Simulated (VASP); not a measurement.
# Mg (P6_3/mmc) in VASP: density of states with PBE

Aim: the density of states of Mg with PBE.

Everything below comes from runs of VASP 6.6.1. Logs are shortened: lines on timing, memory, paths and dates and some standing lists are left out, and cuts for length are marked.

**1. The crystal as given**

It takes space group P6_3/mmc (No. 194, hexagonal). Conventional cell: a = 3.209 Å, b = 3.209 Å, c = 5.210 Å, α = 90.00°, β = 90.00°, γ = 120.00°. Around Mg (site symmetry -6m2) lie 12 Mg at 3.20 to 3.21 Å.

**2. Density of states, PBE**

File POSCAR:

```
Mg
1.0
    3.2092715325      0.0000000000      0.0000000000
   -1.6046357662      2.7793106748      0.0000000000
    0.0000000000      0.0000000000      5.2103300000
Mg
2
Direct
    0.3333333333      0.6666666667      0.2500000000
    0.6666666667      0.3333333333      0.7500000000
```

File INCAR.step1:

```
SYSTEM = Mg
PREC = Accurate
ENCUT = 520
EDIFF = 1E-6
ISMEAR = -1
SIGMA = 0.08
LREAL = .False.
LASPH = .True.
NELM = 100
ALGO = Normal
ISIF = 2
LWAVE = .False.
LCHARG = .True.
GGA = PE
NBANDS = 9
```

File KPOINTS.step1:

```
regular mesh
0
Gamma
  12 12 7
  0 0 0
```

File INCAR.step2:

```
SYSTEM = Mg
PREC = Accurate
ENCUT = 520
EDIFF = 1E-6
ISMEAR = -5
SIGMA = 0.08
LREAL = .False.
LASPH = .True.
NELM = 100
ALGO = Normal
ISIF = 2
LWAVE = .False.
LCHARG = .False.
GGA = PE
LORBIT = 11
NEDOS = 1001
ICHARG = 11
```

File KPOINTS.step2:

```
regular mesh
0
Gamma
  18 18 11
  0 0 0
```

Potentials or basis: VASP PAW PBE potentials, release 64 (Mg).

On the command line:

```bash
$ cat potpaw_PBE.64/Mg/POTCAR > POTCAR
$ cp INCAR.step1 INCAR
$ cp KPOINTS.step1 KPOINTS
$ mpirun -np 1 vasp_std > vasp.out
$ cp INCAR.step2 INCAR
$ cp KPOINTS.step2 KPOINTS
$ mpirun -np 1 vasp_std > vasp.out
```

OUTCAR:

```text
SYSTEM = Mg
   PREC = Accurate
   ENCUT = 520
   EDIFF = 1E-6
   ISMEAR = -5
   LREAL = .False.
   LASPH = .True.
   NELM = 100
   ISIF = 2
   GGA = PE
   LORBIT = 11
   ICHARG = 11

 ion  position               nearest neighbor table
   1  0.333  0.667  0.250-   2 3.20   2 3.20   2 3.20   2 3.20   2 3.20   2 3.20
   2  0.667  0.333  0.750-   1 3.20   1 3.20   1 3.20   1 3.20   1 3.20   1 3.20

  LATTYP: Found a hexagonal cell.
 ALAT       =     3.2092715325
 C/A-ratio  =     1.6235242008

  Lattice vectors:

 A1 = (   3.2092715325,   0.0000000000,   0.0000000000)
 A2 = (  -1.6046357662,   2.7793106748,   0.0000000000)
 A3 = (   0.0000000000,   0.0000000000,   5.2103300000)

Analysis of symmetry for initial positions (statically):
=====================================================================
 Subroutine PRICEL returns:
 Original cell was already a primitive cell.

 Routine SETGRP: Setting up the symmetry group for a
 hexagonal supercell.

 Subroutine GETGRP returns: Found 24 space group operations
 (whereof 12 operations were pure point group operations)
 out of a pool of 24 trial point group operations.

The static configuration has the point symmetry D_3d.
 The point group associated with its full space group is D_6h.

Analysis of symmetry for dynamics (positions and initial velocities):
=====================================================================
 Subroutine PRICEL returns:
 Original cell was already a primitive cell.

 Routine SETGRP: Setting up the symmetry group for a
 hexagonal supercell.

 Subroutine GETGRP returns: Found 24 space group operations
 (whereof 12 operations were pure point group operations)
 out of a pool of 24 trial point group operations.

The dynamic configuration has the point symmetry D_3d.
 The point group associated with its full space group is D_6h.

 Subroutine INISYM returns: Found 24 space group operations
 (whereof 12 operations are pure point group operations),
 and found     1 'primitive' translations

----------------------------------------------------------------------------------------

                                     Primitive cell

  volume of cell :      46.4739

  direct lattice vectors                    reciprocal lattice vectors
     3.209271532  0.000000000  0.000000000     0.311597193  0.179900723  0.000000000
    -1.604635766  2.779310675  0.000000000     0.000000000  0.359801446  0.000000000
     0.000000000  0.000000000  5.210330000     0.000000000  0.000000000  0.191926423

  length of vectors
     3.209271532  3.209271532  5.210330000     0.359801446  0.359801446  0.191926423

  position of ions in fractional coordinates (direct lattice)
     0.333333333  0.666666667  0.250000000
     0.666666667  0.333333333  0.750000000

  ion indices of the primitive-cell ions
   primitive index   ion index
                 1           1
                 2           2

----------------------------------------------------------------------------------------

 KPOINTS: regular mesh

Automatic generation of k-mesh.
 Grid dimensions read from file:
 generate k-points for:   18   18   11

 Generating k-lattice:

  Cartesian coordinates                     Fractional coordinates (reciprocal lattice)
     0.017310955  0.009994485  0.000000000     0.055555556  0.000000000  0.000000000
     0.000000000  0.019988969  0.000000000     0.000000000  0.055555556  0.000000000
     0.000000000  0.000000000  0.017447857     0.000000000  0.000000000  0.090909091

  Length of vectors
     0.019988969  0.019988969  0.017447857

  Shift w.r.t. Gamma in fractional coordinates (k-lattice)
     0.000000000  0.000000000  0.000000000

 TETIRR: Found   3464 inequivalent tetrahedra from    21384

 Subroutine IBZKPT returns following result:
 ===========================================

 Found    222 irreducible k-points:

 Following reciprocal coordinates:
            Coordinates               Weight
  0.000000  0.000000  0.000000      1.000000
  0.055556  0.000000  0.000000      6.000000
  0.111111  0.000000  0.000000      6.000000
  0.166667  0.000000  0.000000      6.000000
  0.222222  0.000000  0.000000      6.000000
  0.277778  0.000000  0.000000      6.000000
[... 16 lines left out ...]
  0.333333  0.111111  0.000000     12.000000
  0.388889  0.111111  0.000000     12.000000
 [... further k-points ...]
   k-points           NKPTS =    222   k-points in BZ     NKDIM =    222   number of bands    NBANDS=      6
   number of dos      NEDOS =   1001   number of ions     NIONS =      2
   total plane-waves  NPLWV =  23040
   dimension x,y,z NGX =    24 NGY =   24 NGZ =   40
   dimension x,y,z NGXF=    48 NGYF=   48 NGZF=   80
   ions per type =               2
   NGX,Y,Z   is equivalent  to a cutoff of  12.43, 12.43, 12.76 a.u.
   NGXF,Y,Z  is equivalent  to a cutoff of  24.86, 24.86, 25.53 a.u.
 SYSTEM =  Mg
   PREC   = accura    normal or accurate (medium, high low for compatibility)
   ISTART =      0    job   : 0-new  1-cont  2-samecut
   ICHARG =     11    charge: 1-file 2-atom 10-const
   ISPIN  =      1    spin polarized calculation?
   LNONCOLLINEAR =      F non collinear calculations
   LSORBIT =      F    spin-orbit coupling
   LASPH  =      T    aspherical Exc in radial PAW
   ENCUT  =  520.0 eV  38.22 Ry    6.18 a.u.   5.97  5.97  9.69*2*pi/ulx,y,z
   NELM   =    100;   NELMIN=  2; NELMDL=  0     # of ELM steps
   EDIFF  = 0.1E-05   stopping-criterion for ELM
   LREAL  =      F    real-space projection
   EDIFFG = 0.1E-04   stopping-criterion for IOM
   NSW    =      0    number of steps for IOM
   IBRION =     -1    ionic relax: 0-MD 1-quasi-New 2-CG
   NFREE  =      0    steps in history (QN), initial steepest desc. (CG)
   ISIF   =      2    stress and relaxation
   ISYM   =      2    0-nonsym 1-usesym 2-fastsym
   POTIM  = 0.5000    time-step for ionic-motion
   TEBEG  =    0.0;   TEEND  =   0.0 temperature during run
   PSTRESS=    0.0 pullay stress
   NELECT =       4.0000    total number of electrons
   NUPDOWN=      -1.0000    fix difference up-down
   EMIN   =  10.00;   EMAX   =-10.00  energy-range for DOS
   EFERMI =   0.00;   METHOD = LEGACY
   ISMEAR =    -5;   SIGMA  =   0.08  broadening in eV -4-tet -1-fermi 0-gaus
   EFERMI_NEDOS =   21; number of points for ismear=-14 and -15
   IALGO  =     38    algorithm
   IMIX   =      4    mixing-type and parameters
     AMIX     =   0.40;   BMIX     =  1.00
     AMIX_MAG =   1.60;   BMIX_MAG =  1.00
  volume/ion in A,a.u.               =      23.24       156.81
  Fermi-wavevector in a.u.,A,eV,Ry     =   0.722812  1.365916  7.108458  0.522457
  Thomas-Fermi vector in A             =   1.812869
   LORBIT       =     11    0 simple, 1 ext, 2 COOP (PROOUT), +10 PAW based schemes
   GGA     = PE    functional components
   LHFCALC =     F    Hartree Fock is set to
   AEXX    =    0.0000 exact exchange contribution
   IVDW    =     0    specifies the selected vdW correction
   LEPSILON=     F    determine dielectric tensor
   LRPA    =     F    only Hartree local field effects (RPA)
 non-spin polarized calculation
 Fermi weights with tetrahedron method with Bloechl corrections
  energy-cutoff  :      520.00
  volume of cell :       46.47
 maximum number of plane-waves:      1278
 NGX is ok and might be reduce to    24

 number of electron       4.0000000 magnetization

 Free energy of the ion-electron system (eV)
  ---------------------------------------------------
  ext. energy  EPLUGINS =         0.00000000
  ---------------------------------------------------
  free energy    TOTEN  =        -3.01120734 eV

  energy without entropy =       -3.01120734  energy(sigma->0) =       -3.01120734

 E-fermi :   2.5874     XC(G=0):  -8.4537

 val. band max:        2.7413362855   @ k =   0.3333   0.3333   0.4545
 cond. band min:       2.3483726782   @ k =   0.3333   0.3333   0.2727
 fundamental gap:     -0.3929636074
 Fermi energy:         2.5873598256

 k-point     1 :       0.0000    0.0000    0.0000
  band No.  band energies     occupation
      1      -4.3090      2.00000
      2       0.9071      2.00000
      3       1.3281      2.00000
      4      13.4393      0.00000
      5      13.4789      0.00000
      6      13.5287      0.00000

 k-point     2 :       0.0556    0.0000    0.0000
  band No.  band energies     occupation
      1      -4.2488      2.00000
      2       0.9622      2.00000
      3       1.3868      2.00000
      4      12.0165      0.00000
      5      12.6239      0.00000
      6      13.3922      0.00000

 k-point     3 :       0.1111    0.0000    0.0000
  band No.  band energies     occupation
      1      -4.0681      2.00000
      2       1.1277      2.00000
      3       1.5622      2.01360
      4      10.3205      0.00000
      5      11.8640      0.00000
      6      12.6520      0.00000

 k-point     4 :       0.1667    0.0000    0.0000
  band No.  band energies     occupation
      1      -3.7678      2.00000
      2       1.4035      2.00000
      3       1.8511      2.19672
      4       8.6620      0.00000
      5      11.2050      0.00000
      6      11.8373      0.00000
[... 154 lines left out ...]
 k-point    22 :       0.2778    0.1111    0.0000
  band No.  band energies     occupation
      1      -1.9855      2.00000
      2       3.0611     -0.03915
      3       3.3027      0.00000
      4       4.5874      0.00000
      5       7.2877      0.00000
      6       9.0681      0.00000

 k-point    23 :       0.3333    0.1111    0.0000
  band No.  band energies     occupation
      1      -1.2236      2.00000
      2       2.7769      0.52984
      3       3.7794      0.00000
      4       4.5200      0.00000
      5       6.9209      0.00000
      6       7.7978      0.00000

 k-point    24 :       0.3889    0.1111    0.0000
  band No.  band energies     occupation
      1      -0.3530      2.00000
      2       1.6845      2.09666
      3       4.6036      0.00000
      4       5.1815      0.00000
      5       6.5161      0.00000
      6       6.6404      0.00000

 [... further k-points ...]

------------------------ aborting loop because EDIFF is reached ----------------------------------------

  FORCE on cell =-STRESS in cart. coord.  units (eV):
  Direction    XX          YY          ZZ          XY          YZ          ZX
  --------------------------------------------------------------------------------------
  -------------------------------------------------------------------------------------
  Total       -0.1745555     -0.1745555     -0.2310805     -0.0000000     -0.0000000      0.0000000
  in kB       -6.0177657     -6.0177657     -7.9664556     -0.0000000     -0.0000000      0.0000000
  external PRESSURE =      -6.6673290 kB  Pullay stress =       0.0000000 kB

 VOLUME and BASIS-vectors are now :
 -----------------------------------------------------------------------------
  energy-cutoff  :      520.00
  volume of cell :       46.47
      direct lattice vectors                 reciprocal lattice vectors
     3.209271532  0.000000000  0.000000000     0.311597193  0.179900723  0.000000000
    -1.604635766  2.779310675  0.000000000     0.000000000  0.359801446  0.000000000
     0.000000000  0.000000000  5.210330000     0.000000000  0.000000000  0.191926423

 POSITION                                       TOTAL-FORCE (eV/Angst)
 -----------------------------------------------------------------------------------
     -0.00000      1.85287      1.30258         0.000000      0.000000      0.000000
      1.60464      0.92644      3.90775        -0.000000      0.000000      0.000000
 -----------------------------------------------------------------------------------
    total drift:                                0.000000     -0.000000      0.000000

  FREE ENERGIE OF THE ION-ELECTRON SYSTEM (eV)
  ---------------------------------------------------
  free  energy   TOTEN  =        -3.0112073443 eV

  energy  without entropy=       -3.0112073443  energy(sigma->0) =       -3.01120734

 total charge

# of ion       s       p       d       tot
------------------------------------------
    1        0.206   0.126   0.011   0.342
    2        0.206   0.126   0.011   0.342
--------------------------------------------------
tot          0.412   0.251   0.022   0.685
```

It took 28 s on 1 thread of AMD EPYC 9R45 (Zen 5), shared host; peak memory 0.16 GiB.

Results:

* Valence electrons inside the program's atomic spheres: Mg 0.34

Levels at points of the mesh, in eV from the Fermi level:
```
           k point  band 1  band 2  band 3  band 4  band 5  band 6
(0.00, 0.00, 0.00)   -6.90   -1.68   -1.26   10.85   10.89   10.94
(0.50, 0.00, 0.00)   -2.14   -2.14    2.63    3.00    3.23    3.64
```

States per cell in windows of 1 eV (zero at the Fermi level; states under -7 eV left out):
| from (eV) | total | Mg1_p | Mg2_p | Mg1_s | Mg2_s | Mg1_d | Mg2_d |
| --- | --- | --- | --- | --- | --- | --- | --- |
| -7.0 | 0.17 | 0.00 | 0.00 | 0.01 | 0.01 | 0.00 | 0.00 |
| -6.0 | 0.38 | 0.00 | 0.00 | 0.03 | 0.03 | 0.00 | 0.00 |
| -5.0 | 0.51 | 0.01 | 0.01 | 0.03 | 0.03 | 0.00 | 0.00 |
| -4.0 | 0.59 | 0.01 | 0.01 | 0.04 | 0.04 | 0.00 | 0.00 |
| -3.0 | 0.73 | 0.02 | 0.02 | 0.04 | 0.04 | 0.00 | 0.00 |
| -2.0 | 0.82 | 0.04 | 0.04 | 0.03 | 0.03 | 0.00 | 0.00 |
| -1.0 | 0.80 | 0.04 | 0.04 | 0.02 | 0.02 | 0.00 | 0.00 |
| 0.0 | 0.93 | 0.04 | 0.04 | 0.04 | 0.04 | 0.01 | 0.01 |
| 1.0 | 0.93 | 0.04 | 0.04 | 0.03 | 0.03 | 0.01 | 0.01 |
| 2.0 | 1.09 | 0.05 | 0.05 | 0.04 | 0.04 | 0.02 | 0.02 |
| 3.0 | 1.09 | 0.05 | 0.05 | 0.04 | 0.04 | 0.02 | 0.02 |
| 4.0 | 1.14 | 0.06 | 0.06 | 0.03 | 0.03 | 0.03 | 0.03 |
| 5.0 | 0.97 | 0.05 | 0.05 | 0.02 | 0.02 | 0.03 | 0.03 |
| 6.0 | 0.74 | 0.04 | 0.04 | 0.01 | 0.01 | 0.02 | 0.02 |
| 7.0 | 0.54 | 0.03 | 0.03 | 0.01 | 0.01 | 0.02 | 0.02 |

Caveat: tetrahedron occupations give inexact forces and stress in metals.
